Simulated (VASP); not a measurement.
**GaCo: Co into a neighbouring Co vacancy**

Wanted: the minimum-energy path in GaCo for this move: Co into a neighbouring Co vacancy. The start is a cell from a database of measured crystal structures.

Main program and level: VASP 6.6.1; LDA, spin-polarised from a ferromagnetic start (one magnetic atom a cell); plane waves and PAW (Ga, Co), in the first sound run; inputs show where later runs differ.

### 1. The host crystal

It takes space group Pm-3m (No. 221, cubic). The conventional cell has a = 2.878 Å, b = 2.878 Å, c = 2.878 Å, α = 90.00°, β = 90.00°, γ = 90.00°. Nearest to Ga lie 8 Co at 2.49 Å. Co has 8 Ga at 2.49 Å nearest. Farther neighbours are not listed.

Structure file:

```xyz
2
Lattice="2.8780 0.0000 0.0000 0.0000 2.8780 0.0000 0.0000 0.0000 2.8780" Properties=species:S:1:pos:R:3 pbc="T T T"
Ga    1.4390    1.4390    1.4390
Co    0.0000    0.0000    0.0000
```

### 2. Relax the host

First cell and atoms are relaxed at a raised cutoff, so that later runs start from this functional's own cell.

Contents of INCAR:

```
SYSTEM = GaCo
PREC = Accurate
ENCUT = 350
EDIFF = 1E-06
NELM = 120
ISMEAR = 1
SIGMA = 0.15
LREAL = .FALSE.
ALGO = Normal
GGA = CA
NBANDS = 15
ISPIN = 2
MAGMOM = 0 2
LASPH = .TRUE.
LMAXMIX = 4
LORBIT = 11
LWAVE = .FALSE.
LCHARG = .FALSE.
KPAR = 6
IBRION = 2
NSW = 40
ISIF = 3
EDIFFG = -0.02
POTIM = 0.4
```

Contents of POSCAR:

```
GaCo
1.0
    2.8780000000      0.0000000000      0.0000000000
    0.0000000000      2.8780000000      0.0000000000
    0.0000000000      0.0000000000      2.8780000000
Ga Co
1 1
Direct
    0.5000000000      0.5000000000      0.5000000000
    0.0000000000      0.0000000000      0.0000000000
```

Contents of KPOINTS:

```
Automatic mesh
0
Gamma
11 11 11
0 0 0
```

PAW data sets: Ga and Co (LDA family, release 64).

Command:

```
$ mpirun -np 6 vasp_std
```

Log:

```text
[banner, memory and clock lines left out]
running    6 mpi-ranks, on    1 nodes
 distrk:  each k-point on    1 cores,    6 groups
 distr:  one band on    1 cores,    1 groups

 POSCAR found type information on POSCAR GaCo
 POSCAR found :  2 types and       2 ions
|                                                                             |
|           W    W    AA    RRRRR   N    N  II  N    N   GGGG   !!!           |
|           W    W   A  A   R    R  NN   N  II  NN   N  G    G  !!!           |
|           W    W  A    A  R    R  N N  N  II  N N  N  G       !!!           |
|           W WW W  AAAAAA  RRRRR   N  N N  II  N  N N  G  GGG   !            |
|           WW  WW  A    A  R   R   N   NN  II  N   NN  G    G                |
|           W    W  A    A  R    R  N    N  II  N    N   GGGG   !!!           |
|                                                                             |
|     For optimal performance we recommend to set                             |
|       NCORE = 2 up to number-of-cores-per-socket                            |
|     NCORE specifies how many cores store one orbital (NPAR=cpu/NCORE).      |
|     This setting can greatly improve the performance of VASP for DFT.       |
|     The default, NCORE=1 might be grossly inefficient on modern             |
|     multi-core architectures or massively parallel machines. Do your        |
|     Unfortunately you need to use the default for GW and RPA                |
|     calculations (for HF NCORE is supported but not extensively tested      |
|     yet).                                                                   |
|                                                                             |

 LDA part: xc-table for (Slater(with rela. corr.)+CA(PZ))
 , standard interpolation
 POSCAR, INCAR and KPOINTS ok, starting setup
 FFT: planning ... GRIDC
 FFT: planning ... GRID_SOFT
 FFT: planning ... GRID
 WAVECAR not read
 entering main loop
       N       E                     dE             d eps       ncg     rms          rms(c)
DAV:   1     0.294263141104E+02    0.29426E+02   -0.39285E+03  3479   0.618E+02
DAV:   2    -0.121910197897E+02   -0.41617E+02   -0.37737E+02  3766   0.136E+02
DAV:   3    -0.133091002587E+02   -0.11181E+01   -0.11119E+01  4221   0.252E+01
DAV:   4    -0.133203928257E+02   -0.11293E-01   -0.11291E-01  4255   0.224E+00
DAV:   5    -0.133206401350E+02   -0.24731E-03   -0.24731E-03  4278   0.321E-01    0.111E+01
DAV:   6    -0.146813926810E+02   -0.13608E+01   -0.26979E+01  4074   0.604E+01    0.127E+01
DAV:   7    -0.125614835747E+02    0.21199E+01   -0.14511E+01  4123   0.391E+01    0.282E+00
DAV:   8    -0.125343264852E+02    0.27157E-01   -0.15359E-01  4026   0.297E+00    0.109E+00
DAV:   9    -0.125247178608E+02    0.96086E-02   -0.24906E-02  4390   0.120E+00    0.630E-01
DAV:  10    -0.125240270845E+02    0.69078E-03   -0.63482E-04  4181   0.203E-01    0.176E-01
DAV:  11    -0.125239199218E+02    0.10716E-03   -0.14624E-04  4074   0.104E-01    0.872E-02
DAV:  12    -0.125239289512E+02   -0.90293E-05   -0.32543E-05  3943   0.454E-02    0.312E-02
DAV:  13    -0.125239307807E+02   -0.18296E-05   -0.38692E-06  3406   0.195E-02    0.958E-03
DAV:  14    -0.125239327194E+02   -0.19386E-05   -0.26558E-06  1974   0.135E-02    0.116E-02
DAV:  15    -0.125239343355E+02   -0.16161E-05   -0.42136E-06  1911   0.168E-02    0.762E-03
DAV:  16    -0.125239356174E+02   -0.12819E-05   -0.40094E-06  1834   0.161E-02    0.657E-03
DAV:  17    -0.125239364862E+02   -0.86882E-06   -0.23935E-05  4186   0.402E-02    0.289E-03
DAV:  18    -0.125239366480E+02   -0.16172E-06   -0.39645E-07  1743   0.602E-03
   1 F= -.12523937E+02 E0= -.12523590E+02  d E =-.125239E+02  mag=    -0.0002
 curvature:   0.00 expect dE= 0.000E+00 dE for cont linesearch  0.000E+00
 trial: gam= 0.00000 g(F)=  0.000E+00 g(S)=  0.234E+00 ort = 0.000E+00 (trialstep = 0.100E+01)
 search vector abs. value=  0.234E+00
 bond charge predicted
       N       E                     dE             d eps       ncg     rms          rms(c)
DAV:   1    -0.148806940228E+02   -0.23568E+01   -0.26691E+01  4074   0.683E+01    0.139E+01
DAV:   2    -0.165605799182E+02   -0.16799E+01   -0.54635E+01  4130   0.895E+01    0.153E+01
DAV:   3    -0.126364208289E+02    0.39242E+01   -0.27368E+01  4088   0.557E+01    0.274E+00
DAV:   4    -0.125967550232E+02    0.39666E-01   -0.16710E-01  3698   0.248E+00    0.180E+00
DAV:   5    -0.125648146910E+02    0.31940E-01   -0.60651E-02  4940   0.237E+00    0.493E-01
DAV:   6    -0.125643803652E+02    0.43433E-03   -0.14707E-03  4025   0.415E-01    0.125E-01
DAV:   7    -0.125643941098E+02   -0.13745E-04   -0.19476E-05  3915   0.293E-02    0.965E-03
DAV:   8    -0.125643939353E+02    0.17458E-06   -0.45287E-07  3174   0.600E-03
   2 F= -.12564394E+02 E0= -.12564368E+02  d E =-.404573E-01  mag=     0.0000
 trial-energy change:   -0.040457  1 .order   -0.027158   -0.234124    0.179808
 step:   0.6114(harm=  0.5656)  dis= 0.00000  next Energy=   -12.598549 (dE=-0.746E-01)
 bond charge predicted
       N       E                     dE             d eps       ncg     rms          rms(c)
DAV:   1    -0.129566423833E+02   -0.39225E+00   -0.43343E+00  3962   0.288E+01    0.515E+00
DAV:   2    -0.132649761831E+02   -0.30833E+00   -0.10315E+01  4186   0.352E+01    0.609E+00
DAV:   3    -0.126118738806E+02    0.65310E+00   -0.35646E+00  4102   0.222E+01    0.987E-01
DAV:   4    -0.126013703008E+02    0.10504E-01   -0.14400E-02  3670   0.105E+00    0.421E-01
DAV:   5    -0.125991183123E+02    0.22520E-02   -0.38982E-03  5318   0.508E-01    0.550E-02
DAV:   6    -0.125991252782E+02   -0.69659E-05   -0.48239E-05  3556   0.503E-02    0.138E-02
DAV:   7    -0.125991257170E+02   -0.43873E-06   -0.12065E-06  3348   0.136E-02
   3 F= -.12599126E+02 E0= -.12598973E+02  d E =-.751891E-01  mag=     0.0000
 curvature:  -0.28 expect dE=-0.181E-05 dE for cont linesearch -0.181E-05
 trial: gam=-0.00523 g(F)=  0.449E-67 g(S)=  0.648E-05 ort = 0.123E-02 (trialstep = 0.922E+00)
 search vector abs. value=  0.279E-09
 reached required accuracy - stopping structural energy minimisation
```

It took 7.8 s on 6 MPI ranks of AMD EPYC 9R45, shared host; peak memory 0.7 GiB.

Lines that name or quote the potential files are left out of all logs, and their timing lines are given in words.

OUTCAR, selected parts (step 2):

```text
ion  position               nearest neighbor table
   1  0.500  0.500  0.500-   2 2.49   2 2.49   2 2.49   2 2.49   2 2.49   2 2.49   2 2.49   2 2.49

  LATTYP: Found a simple cubic cell.
 ALAT       =     2.8780000000

 Subroutine GETGRP returns: Found 48 space group operations
 (whereof 48 operations were pure point group operations)

The static configuration has the point symmetry O_h .

 Found     56 irreducible k-points:

   k-points           NKPTS =     56   k-points in BZ     NKDIM =     56   number of bands    NBANDS=     15

   dimension x,y,z NGX =    18 NGY =   18 NGZ =   18
   dimension x,y,z NGXF=    36 NGYF=   36 NGZF=   36

   ENCUT  =  350.0 eV  25.72 Ry    5.07 a.u.   4.39  4.39  4.39*2*pi/ulx,y,z

   NELECT =      12.0000    total number of electrons

 k-points in reciprocal lattice and weights: Automatic mesh
   0.00000000  0.00000000  0.00000000       0.001
   0.09090909  0.00000000  0.00000000       0.005
   0.18181818  0.00000000  0.00000000       0.005
   0.27272727  0.00000000  0.00000000       0.005
   0.36363636  0.00000000  0.00000000       0.005
   0.45454545  0.00000000  0.00000000       0.005
   0.09090909  0.09090909  0.00000000       0.009
   0.18181818  0.09090909  0.00000000       0.018
   0.27272727  0.09090909  0.00000000       0.018
[...]
0.45454545  0.45454545  0.36363636       0.018
   0.45454545  0.45454545  0.45454545       0.006

 average (electrostatic) potential at core
       1 -11.6505       2 -79.6031

 E-fermi :   8.4926

 spin component 1
 k-point     1 :       0.0000    0.0000    0.0000
  band No.  band energies     occupation
    ...
      2       5.5908      1.00000
      3       5.5908      1.00000
      4       7.6864      1.00000
      5       7.6864      1.00000
      6       7.6864      1.00000
      7      13.9444      0.00000
      8      13.9444      0.00000
      9      13.9444      0.00000
     10      20.0986      0.00000
     11      20.0986      0.00000
    ...

 k-point     2 :       0.0909    0.0000    0.0000
  band No.  band energies     occupation
    ...
      2       5.5622      1.00000
      3       5.6103      1.00000
      4       7.5693      1.00000
      5       7.5693      1.00000
      6       7.6866      1.00000
      7      12.8117      0.00000
      8      14.2459      0.00000
      9      14.2459      0.00000
     10      20.1187      0.00000
     11      20.8031      0.00000
    ...

 k-point     3 :       0.1818    0.0000    0.0000
  band No.  band energies     occupation
    ...
      2       5.3662      1.00000
      3       5.6628      1.00000
      4       7.2863      1.00000
      5       7.2863      1.00000
      6       7.6869      1.00000
      7      10.8426     -0.00000
      8      15.0805      0.00000
      9      15.0805      0.00000
     10      20.1781      0.00000
     11      21.3507      0.00000
    ...

 k-point     4 :       0.2727    0.0000    0.0000
  band No.  band energies     occupation
    ...
      2       4.6578      1.00000
      3       5.7330      1.00000
      4       6.9665      1.00000
      5       6.9665      1.00000
      6       7.6871      1.00000
      7       9.3592     -0.00000
      8      16.3146      0.00000
      9      16.3146      0.00000
     10      20.2728      0.00000
     11      21.7442      0.00000
    ...

 k-point     5 :       0.3636    0.0000    0.0000
  band No.  band energies     occupation
    ...
      2       3.2651      1.00000
      3       5.7992      1.00000
      4       6.7089      1.00000
      5       6.7089      1.00000
      6       7.6874      1.00000
      7       8.7395     -0.02096
      8      17.8281      0.00000
      9      17.8281      0.00000
     10      20.3845      0.00000
     11      22.2638      0.00000
    ...

 k-point     6 :       0.4545    0.0000    0.0000
  band No.  band energies     occupation
    ...
      2       1.6536      1.00000
      3       5.8393      1.00000
      4       6.5682      1.00000
      5       6.5682      1.00000
      6       7.6876      1.00000
      7       8.5985      0.03823
      8      19.4274      0.00000
      9      19.4274      0.00000
     10      20.4675      0.00000
     11      22.0929      0.00000
    ...

  Total       -0.0105794     -0.0105794     -0.0105794     -0.0000000     -0.0000000     -0.0000000
  in kB       -0.7641595     -0.7641595     -0.7641595     -0.0000000     -0.0000000     -0.0000000
  external PRESSURE =      -0.7641595 kB  Pullay stress =       0.0000000 kB

  energy-cutoff  :      350.00
  volume of cell :       22.18
      direct lattice vectors                 reciprocal lattice vectors
     2.809713955  0.000000000  0.000000000     0.355908116  0.000000000 -0.000000000
    -0.000000000  2.809713955  0.000000000    -0.000000000  0.355908116 -0.000000000
     0.000000000  0.000000000  2.809713955    -0.000000000 -0.000000000  0.355908116

 POSITION                                       TOTAL-FORCE (eV/Angst)
 -----------------------------------------------------------------------------------
      1.40486      1.40486      1.40486         0.000000     -0.000000      0.000000
      0.00000      0.00000      0.00000        -0.000000      0.000000      0.000000
 -----------------------------------------------------------------------------------
    total drift:                                0.000000     -0.000000     -0.000000

  FREE ENERGIE OF THE ION-ELECTRON SYSTEM (eV)
  ---------------------------------------------------
  free  energy   TOTEN  =       -12.5991257170 eV

  energy  without entropy=      -12.5986665055  energy(sigma->0) =      -12.59897265

 reached required accuracy - stopping structural energy minimisation

 total charge
# of ion       s       p       d       tot
------------------------------------------
    1        1.104   1.479   0.268   2.851
    2        0.410   0.500   7.582   8.492
--------------------------------------------------
tot          1.515   1.978   7.849  11.343

 magnetization (x)
# of ion       s       p       d       tot
------------------------------------------
    1       -0.000  -0.000   0.000  -0.000
    2       -0.000  -0.000   0.000   0.000
--------------------------------------------------
tot         -0.000  -0.000   0.000   0.000

[... 2 further parts left out ...]
```

CONTCAR:

```
GaCo
   1.00000000000000
     2.8097139552302535    0.0000000000000000    0.0000000000000000
    -0.0000000000000000    2.8097139552302535    0.0000000000000000
     0.0000000000000000    0.0000000000000000    2.8097139552302535
  Ga              Co
     1     1
Direct
     0.5000000000000000    0.5000000000000000    0.5000000000000000
     0.0000000000000000    0.0000000000000000    0.0000000000000000
```

The moments of the start collapse, so the state is non-magnetic; other starts or orders were not tried. The data set Ga keeps the semicore shell frozen, which is cheaper and a little less accurate. The run keeps the 48 symmetry operations of its start, so it cannot find a distortion of lower symmetry.

The steps of the relaxation:

```csv
step,energy less that of the first step (eV),largest force (eV/Å),pressure (GPa),volume (Å³)
1,0.0000,0.0000,-13.52,23.84
2,-0.0405,0.0000,11.69,21.17
3,-0.0752,0.0000,-0.08,22.18
```

```csv
"conventional cell, symmetrised",before,after,change
a (Å),2.878,2.810,-2.4 %
b (Å),2.878,2.810,-2.4 %
c (Å),2.878,2.810,-2.4 %
volume (Å³/atom),11.92,11.09,-7.0 %
```

Final coordinates:

```xyz
2
Lattice="2.8097 0.0000 0.0000 0.0000 2.8097 0.0000 0.0000 0.0000 2.8097" Properties=species:S:1:pos:R:3 pbc="T T T"
Ga    1.4049    1.4049    1.4049
Co    0.0000    0.0000    0.0000
```

Numbers from this step:

```yaml
electronic_cycles: 33
electrons: 12
free_energy_toten: -12.60 eV
energy_at_zero_smearing: -12.60 eV
fermi_energy: 8.493 eV
labelled_metallic_from_the_levels_on_this_mesh: yes
```

The spin moment in the PAW sphere vanishes on all atoms.

The run ended after 3 ionic steps, 0.075 eV below its first step, once forces and stress met EDIFFG = -0.02.

(Part 1 of 5 ends here.)

[Lines on the potential files, build, host, timing and source positions are cut from VASP's logs without a mark.]

[Logs are printed without paths, hosts, clocks, repeated set-up lines and the standing remarks that a program may print on its own settings, such as how far it seeks lower states.]

[Hosts, paths, dates, database ids (printed as entryN), source tags and the programs' standing remarks are cut or masked in the printed files.]

[Runs that stopped without an error message from VASP are left out.]
